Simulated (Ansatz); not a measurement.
**Equation of state of tellurium, trigonal tellurium**

Level of theory: Ansatz, DFT, PBEsol, plane waves (420 eV) with PAW, scalar-relativistic. (PAW data from PBE, frozen cores regenerated.)

The cell is scaled uniformly from the relaxed one, with fractional coordinates and shape fixed. Energies are extrapolated to zero smearing, pressures are those at the given smearing. Because the bonds are stretched with the cell, B₀ of this curve lies above the true bulk modulus of such a structure. Magnetic state: spin not included.

| V (Å³/atom) | E − E₀ (meV/atom) | P (GPa) |
| --- | --- | --- |
| 28.329 | 98.0 | 9.25 |
| 29.617 | 39.6 | 5.42 |
| 30.905 | 8.8 | 2.36 |
| 32.192 | 0.0 | -0.08 |
| 33.480 | 8.7 | -2.02 |
| 34.768 | 31.5 | -3.57 |
| 36.055 | 65.3 | -4.80 |

Fit a third-order Birch-Murnaghan equation.

V₀ = 32.15 Å³/atom, B₀ = 55 GPa, B₀′ = 4.6.
